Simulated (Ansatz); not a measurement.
Runs of Ansatz 0.2.0 on Sb. It takes space group R-3m (No. 166, trigonal). Conventional cell: a = 4.308 Å, b = 4.308 Å, c = 11.274 Å, α = 90.00°, β = 90.00°, γ = 120.00°. Around Sb (site symmetry 3m) lie 3 Sb at 2.91 Å. 

```tsv
task	level	spin	cell	k mesh	points for each segment of the path	gap on the mesh (eV)	pressure (GPa)	largest force (eV/Å)
band structure	RPBE	off	as given	8 × 8 × 8	14	none	4.1	0.19
band structure	PBEsol	SOC, no magnetisation	as given	6 × 6 × 6	14	none	(b)	0.02
relaxation of cell and atoms	RPBE	off	relaxed	8 × 8 × 8	-	-	0.0	-
band structure	revPBE	off	as given	8 × 8 × 8	14	none	(a)	0.18
```

Alike in all rows: potentials or basis Ansatz PAW; cutoff (eV) 420; smearing fermi-dirac 0.05 eV.

Q: Fill in the values left out.

A: (a) 3.7; (b) 0.1.

Caveats: the PAW data sets come from PBE, with cores solved anew for the run's functional, which leaves a small shift of forces and pressure; spin-orbit coupling is left out, which moves the levels of the heavy elements (some runs); the plane-wave basis is chosen anew once the cell has moved, so the energies of steps on either side of that aren't comparable (some runs).

A k mesh can miss the band edges, and rows without SOC leave out spin-orbit coupling on Sb.

A gap of «none» marks a metal or a gap under the smearing width.
